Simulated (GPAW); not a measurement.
# AlNi3: single point with PBEsol

The system is AlNi3.

```
CELL_PARAMETERS angstrom
3.52305 0.00000 0.00000
0.00000 3.52305 0.00000
0.00000 0.00000 3.52305
ATOMIC_POSITIONS crystal
Ni 0.50000 0.50000 0.00000
Ni 0.50000 0.00000 0.50000
Ni 0.00000 0.50000 0.50000
Al 0.00000 0.00000 0.00000
```

The cell is a database's computed one.

```yaml
Program: GPAW 26.7.0
Task: single point
Functional: PBEsol
Potentials_or_basis: PAW data sets generated in the run's folder for this functional
Cutoff: 600 eV
Basis: pw
k_mesh: 8 × 8 × 8
Occupations: fermi-dirac, width 0.05 eV
Spin: collinear spin, ferromagnetic start
Starting_moments: "[2.5, 2.5, 2.5, 0.0] μB"
Maxiter: 150
```

```
Pressure               : 1.4 GPa
Band gap on the k mesh : none (metal or under the smearing width)
Net moment             : 0.67 μB per cell
Site moments           : Ni +0.25; Al -0.01 μB
```

Levels at points of the mesh, in eV from the Fermi level:
Spin up:
```csv
k point,band 22,band 23,band 24,band 25,band 26,band 27,band 28,band 29,band 30,band 31
"(0.00, 0.00, 0.00)",-0.23,-0.02,-0.02,-0.02,0.76,0.76,0.76,6.79,6.79,7.67
"(0.50, 0.00, 0.00)",-1.25,-1.21,-1.08,-0.49,-0.02,5.61,5.61,5.70,5.70,6.57
"(0.50, 0.50, 0.00)",-1.35,-1.26,-1.00,-0.97,-0.59,0.93,0.93,8.28,8.28,8.48
"(0.50, 0.50, 0.50)",-1.34,-1.08,-1.08,-0.41,-0.21,-0.21,-0.21,3.71,4.20,4.20
```
Spin down:
```
           k point  band 23  band 24  band 25  band 26  band 27  band 28
(0.00, 0.00, 0.00)     0.37     0.37     0.37     0.74     0.74     0.74
(0.50, 0.00, 0.00)    -0.98    -0.85    -0.29     0.37     5.67     5.67
(0.50, 0.50, 0.00)    -1.13    -0.78    -0.64    -0.46     1.20     1.20
(0.50, 0.50, 0.50)    -0.90    -0.90    -0.42     0.13     0.13     0.13
```

It took 82 s on 1 thread of Arm Neoverse V2, on a shared host, peak memory 0.23 GiB.

Caveat: the stock nickel data set gives pressures a few GPa off other programs.
